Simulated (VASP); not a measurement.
## How uniaxial stress along [001] changes AlN (F-43m)

How do the elastic response and the band edges of AlN follow uniaxial stress along [001]?

Calculated with VASP 6.6.1; LDA; plane waves and PAW (Al, N); cell typed or built by script, in the first sound run; inputs show where later runs differ.

Report form: the programs' logs are mostly left out.

## 1. Starting point

Symmetry: F-43m, No. 216, cubic system. The conventional cell has a = 4.380 Å, b = 4.380 Å, c = 4.380 Å, α = 90.00°, β = 90.00°, γ = 90.00°. Al has 4 N at 1.90 Å nearest. Nearest to N lie 4 Al at 1.90 Å. Farther neighbours and most contacts between anions are not listed.

As a file:

```cif
data_structure
_symmetry_space_group_name_H-M 'P 1'
_symmetry_Int_Tables_number 1
_cell_length_a 3.0971
_cell_length_b 3.0971
_cell_length_c 3.0971
_cell_angle_alpha 60.000
_cell_angle_beta 60.000
_cell_angle_gamma 60.000
_cell_volume 21.01
loop_
_atom_site_label
_atom_site_type_symbol
_atom_site_fract_x
_atom_site_fract_y
_atom_site_fract_z
_atom_site_occupancy
Al1 Al 0.00000 0.00000 0.00000 1
N2 N 0.25000 0.25000 0.25000 1
```

## 2. Relax the crystal, LDA

The series starts from the cell that this level prefers, so that zero strain is near zero stress.

This step took 2 runs in a row; the last is shown.

Level: LDA; plane waves and PAW (Al, N); cell typed or built by script.

File INCAR:

```
SYSTEM = AlN
PREC = Accurate
ENCUT = 600
EDIFF = 1E-07
NELM = 120
ISMEAR = 0
SIGMA = 0.02
LREAL = .FALSE.
ALGO = Normal
GGA = CA
NBANDS = 10
LASPH = .TRUE.
LORBIT = 11
LWAVE = .FALSE.
LCHARG = .FALSE.
KPAR = 12
IBRION = 2
NSW = 40
ISIF = 3
EDIFFG = -0.005
POTIM = 0.4
```

File POSCAR:

```
AlN
1.0
    0.0000000000      2.1729629977      2.1729629977
    2.1729629977      0.0000000000      2.1729629977
    2.1729629977      2.1729629977      0.0000000000
Al N
1 1
Direct
    0.0000000000      0.0000000000      0.0000000000
    0.2500000000      0.2500000000      0.2500000000
```

File KPOINTS:

```
Automatic mesh
0
Gamma
12 12 12
0 0 0
```

Potentials, in the order of the species: Al and N (LDA family, release 64).

On the command line:

```
mpirun -np 12 vasp_std
```

The job ended after 3.2 s (12 MPI ranks of AMD EPYC 7R43, shared host; peak memory 1.4 GiB).

This run gave:

* energy(sigma→0) of the program: -16.3762 eV
* stress, compression positive: xx, yy, zz 0.01, 0.01, 0.01 GPa
* volume: 20.520 Å³
* ionic steps: 1

## 3. Strain across the axis, LDA

One member in full: the axis is strained by -1 %, and the two directions across it are strained alike until their mean stress is under 0.012 GPa or five steps are spent.

This step took 3 runs, each at a new trial strain with the atoms of the one before; the last is shown.

Level: LDA; plane waves and PAW (Al, N); cell typed or built by script.

INCAR: that of step 2 with these lines changed.

```diff
@@ -15,7 +15,7 @@
 LCHARG = .FALSE.
-KPAR = 12
-IBRION = 2
-NSW = 40
-ISIF = 3
-EDIFFG = -0.005
-POTIM = 0.4
+KPAR = 3
+IBRION = 1
+NSW = 25
+ISIF = 2
+EDIFFG = -0.004
+POTIM = 0.3
```

File POSCAR:

```
AlN
1.0
    0.0000000000      2.1808983280      2.1512333680
    2.1808983280      0.0000000000      2.1512333680
    2.1808983280      2.1808983280      0.0000000000
Al N
1 1
Direct
    0.0000000000      0.0000000000      0.0000000000
    0.2500000000      0.2500000000      0.2500000000
```

KPOINTS is that of step 2.

On the command line:

```
mpirun -np 3 vasp_std
```

Wall time 11 s (3 MPI ranks); peak memory 0.38 GiB.

Numbers from this step:

| Property | Result |
| --- | --- |
| energy(sigma→0) of the program | -16.3750 eV |
| stress, compression positive | xx, yy, zz 0.00, 0.00, 1.74 GPa |
| ionic steps | 1 |

## 4. Band edges, TB-mBJ with spin-orbit coupling

Short lines in KPOINTS_OPT sample the zone centre along and across the axis, for masses, and the other valleys.

Level: TB-mBJ, spin-orbit coupling; plane waves and PAW (Al, N); cell typed or built by script.

TB-mBJ has no energy functional, so the total energy, stress and pressure in this output mean nothing.

File INCAR:

```
SYSTEM = AlN
PREC = Accurate
ENCUT = 600
EDIFF = 1E-06
NELM = 150
ISMEAR = 0
SIGMA = 0.02
LREAL = .FALSE.
ALGO = Normal
METAGGA = MBJ
LASPH = .TRUE.
LNONCOLLINEAR = .TRUE.
MAGMOM = 0 0 0 0 0 0
NBANDS = 18
GGA_COMPAT = .FALSE.
LSORBIT = .TRUE.
LWAVE = .FALSE.
LCHARG = .FALSE.
KPAR = 3
```

POSCAR is that of step 3.

File KPOINTS:

```
Automatic mesh
0
Gamma
9 9 9
0 0 0
```

File KPOINTS_OPT:

```
Line mode
6
Line-mode
Reciprocal
  0.00000000   0.00000000   0.00000000
  0.01711897   0.01711897   0.00000000

  0.00000000   0.00000000   0.00000000
  0.00000000  -0.01735504  -0.01735504

  0.31000000   0.31000000   0.00000000
  0.50000000   0.50000000   0.00000000

  0.00000000   0.31000000   0.31000000
  0.00000000   0.50000000   0.50000000

  0.45000000   0.45000000   0.45000000
  0.50000000   0.50000000   0.50000000

  0.45000000   0.00000000   0.00000000
  0.50000000   0.00000000   0.00000000

  0.42500000   0.42500000   0.00000000
  0.42500000   0.44235504   0.01735504

  0.50000000   0.50000000   0.50000000
  0.48772814   0.51227186   0.50000000
```

On the command line:

```
mpirun -np 3 vasp_ncl
```

Elapsed: 7 min, on 3 MPI ranks; peak memory 1 GiB; 21 min of CPU time.

## 5. Band edges, r2SCAN with spin-orbit coupling

Level: r2SCAN, spin-orbit coupling; plane waves and PAW (Al, N); cell typed or built by script.

INCAR: that of step 4 with these lines changed.

```diff
@@ -4,3 +4,3 @@
 EDIFF = 1E-06
-NELM = 150
+NELM = 100
 ISMEAR = 0
@@ -9,3 +9,3 @@
 ALGO = Normal
-METAGGA = MBJ
+METAGGA = R2SCAN
 LASPH = .TRUE.
```

POSCAR is that of step 4.

KPOINTS is that of step 4.

KPOINTS_OPT is that of step 4.

On the command line:

```
mpirun -np 3 vasp_ncl
```

Elapsed: 7.8 min, on 3 MPI ranks; peak memory 0.87 GiB; 23 min of CPU time.

Read from the output:

| Item | Value |
| --- | --- |
| energy(sigma→0) of the program | -58.0127 eV |
| stress, compression positive | xx, yy, zz 2.50, 2.50, 4.41 GPa |

The run ends at a pressure of 3.14 GPa.

## 6. The table

Runs beyond LDA use the data sets made with LDA; this shifts their levels slightly, and their total energies have another zero (at TB-mBJ, which has no energy functional, they mean nothing).

The other members went through these steps as far as the tables show, with the same cutoff and, step by step, the same mesh; 41 runs are not shown. The session took 7.4 core hours (wall time by ranks) on a shared machine.

```tsv
strain along the axis (%)	strain across the axis (%)	stress along the axis, tension positive (GPa)	energy above the unstrained row (meV/atom)	gap on the mesh, LDA (eV)
-2.000	0.740	-3.339	2.285	3.076
-1.500	0.551	-2.560	1.307	3.113
-1.000	0.365	-1.744	0.597	3.151
-0.500	0.182	-0.892	0.157	3.190
0	0.000	-0.010	0.000	3.230
0.500	-0.175	0.923	0.123	3.209
1.000	-0.349	1.884	0.555	3.188
1.500	-0.520	2.882	1.292	3.166
2.000	-0.687	3.913	2.349	3.143
```

Slopes at zero strain, from cubics through all rows: strain ratio -0.357, stress over strain 181 GPa.

Band edges at TB-mBJ with spin-orbit coupling, counted from the valence-band top at Γ, spin-orbit pairs averaged, with one row partly withheld:

```tsv
strain along the axis (%)	gap (eV)	conduction band at Γ (eV)	Δ or X valley along z (eV)	Δ or X valley along x (eV)	lowest conduction level at L, [111] (eV)	lowest conduction level at L, [-111] (eV)	second valence level below the top (eV)	third valence level below the top (eV)
-2.000	4.686	5.431	4.686	4.805	8.640	8.640	0.112	0.125
-1.500	4.721	5.440	4.721	4.811	8.659	8.659	0.084	0.096
-1.000	4.758	5.448	4.758	4.818	8.675	8.675	0.055	0.068
-0.500	?	5.455	?	4.824	8.686	8.686	0.026	0.040
0	4.829	5.459	4.829	4.829	8.691	8.691	0.000	0.018
0.500	4.807	5.435	4.837	4.807	8.666	8.666	0.009	0.039
1.000	4.785	5.410	4.845	4.785	8.636	8.636	0.011	0.069
1.500	4.763	5.385	4.854	4.763	8.602	8.602	0.011	0.100
2.000	4.742	5.358	4.863	4.742	8.564	8.564	0.011	0.132
```

Conduction masses, in electron masses:

```tsv
strain along the axis (%)	conduction mass at Γ, along the strain axis or the normal of the plane	conduction mass at Γ, across the strain axis or in the plane
-2.000	0.333	0.336
-1.500	0.327	0.331
-1.000	0.332	0.333
-0.500	0.332	0.333
0	0.331	0.331
0.500	0.331	0.333
1.000	0.334	0.333
1.500	0.331	0.328
2.000	0.332	0.332
```

Band edges at r2SCAN with spin-orbit coupling, counted from the valence-band top at Γ, spin-orbit pairs averaged:

```tsv
strain along the axis (%)	gap (eV)	conduction band at Γ (eV)	Δ or X valley along z (eV)	Δ or X valley along x (eV)	lowest conduction level at L, [111] (eV)	lowest conduction level at L, [-111] (eV)	second valence level below the top (eV)	third valence level below the top (eV)
-2.000	3.792	5.007	3.792	3.921	8.287	8.287	0.107	0.120
-1.500	3.828	5.014	3.828	3.925	8.307	8.306	0.080	0.093
-1.000	3.865	5.020	3.865	3.931	8.322	8.322	0.052	0.066
-0.500	3.903	5.026	3.903	3.936	8.334	8.334	0.025	0.040
0	3.939	5.028	3.939	3.939	8.338	8.338	0.000	0.019
0.500	3.917	5.004	3.950	3.917	8.311	8.311	0.010	0.039
1.000	3.896	4.979	3.961	3.896	8.280	8.280	0.011	0.067
1.500	3.875	4.954	3.973	3.875	8.245	8.245	0.012	0.097
2.000	3.854	4.927	3.985	3.854	8.204	8.204	0.012	0.128
```

Conduction masses, in electron masses:

```tsv
strain along the axis (%)	conduction mass at Γ, along the strain axis or the normal of the plane	conduction mass at Γ, across the strain axis or in the plane
-2.000	0.303	0.305
-1.500	0.301	0.304
-1.000	0.304	0.306
-0.500	0.303	0.303
0	0.304	0.304
0.500	0.303	0.301
1.000	0.300	0.299
1.500	0.303	0.300
2.000	0.304	0.301
```

## 7. Working out the slope

The quantity to fit is the splitting of the Δ or X valleys (z less x) at TB-mBJ with spin-orbit coupling: -0.119, -0.090, -0.060, 0.000, 0.030, 0.060, 0.091, 0.121 eV in the rows shown.

A least-squares parabola through the 8 rows shown, with d the strain along the axis less the strain across it, in %: E = 2.92e-4 d² + 0.04432 d + 1.37e-5 (eV), r.m.s. residual 4.2e-5 eV.

For the withheld row, d = -0.6822, the fit gives -0.0301 eV.

## 8. The withheld row

The calculation gives -0.0301 eV, so the prediction is right to the last digit shown.

The splitting is Ξu times d, with d as a fraction, so the linear term gives Ξu = 4.4 eV.

## 9. Outcome

```
Poisson ratio                                               : 0.357
Young's modulus along the axis                              : 181 GPa
gap of the unstrained cell, TB-mBJ with spin-orbit coupling : 4.83 eV
gap of the unstrained cell, r2SCAN with spin-orbit coupling : 3.94 eV
shear deformation potential Ξu of the Δ or X valleys        : 4.4 eV
error of the predicted row                                  : 0.0 meV
```

What this shows: As a check, the curvature of the energy gives 180 GPa for the same modulus (energy per volume = E/2 × strain²), 1 % from the slope of the stress. At TB-mBJ with spin-orbit coupling the lowest conduction valley is Δ or X throughout, and the gap runs between 4.69 and 4.83 eV. At r2SCAN with spin-orbit coupling the lowest conduction valley is Δ or X throughout, and the gap runs between 3.79 and 3.94 eV. Hole masses are left out throughout, since the top bands are degenerate or cross in many series; of conduction masses, those of the Γ, L and (for Si and Ge under (001) strain) Δ valleys are kept where they change by under an eighth between rows. TB-mBJ is a potential fitted for gaps; it has no energy functional, so its total energies and forces mean nothing, and its bands tend to come out too narrow. r2SCAN opens gaps somewhat over GGA but leaves them below measured values as a rule. Δ or X levels are the lowest on their line, refined by a parabola unless they lie at X; the gap is read from all points sampled and can differ from the lowest valley by some meV, or by tens of meV where strain moves the valence top off Γ. Temperature, zero-point motion and excitons are left out.

[Lines on the potential files, build, host, timing and source positions are cut from VASP's logs without a mark.]

[Logs are printed without paths, hosts, clocks, repeated set-up lines and the standing remarks that a program may print on its own settings, such as how far it seeks lower states.]

[Hosts, paths, dates, database ids (printed as entryN), source tags and the programs' standing remarks are cut or masked in the printed files.]

[In band tables of VASP the shares of atoms and orbitals are scaled to a sum of 1 inside the atoms' spheres.]
